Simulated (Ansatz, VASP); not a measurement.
Br in VASP and in Ansatz

```
Br
1.0
    -1.85762    1.85762    1.85762
     1.85762   -1.85762    1.85762
     1.85762    1.85762   -1.85762
Br
1
Direct
  0.00000 0.00000 0.00000
```

Change from the starting cell: volume scaled by 0.96, crystal datasets.

Alike in both runs: task electric field gradients; functional PBE; k mesh 20 × 20 × 20; occupations fermi-dirac, width 0.05 eV; no spin polarisation.

|  | VASP | Ansatz |
| --- | --- | --- |
| version | VASP 6.6.1 | Ansatz 0.2.0 |
| potentials or method | VASP PAW PBE potentials, release 64 (Br), cutoff 520 eV | all-electron PAW with datasets made for the crystal, scalar-relativistic |

|  | VASP | Ansatz | Ansatz less VASP |
| --- | --- | --- | --- |
| pressure (GPa) | 1.3 | 1.3 | +0.01 |
| Vzz of the field gradient on the site that differs most (V/Å²) | 0.0 | 0.0 | 0.00 |

Ansatz ran all-electron here, so the differences hold the error of VASP's frozen core and of both bases.

Caveats: an odd number of electrons without spin polarisation forces a metal; a magnetic or distorted state may lie lower.
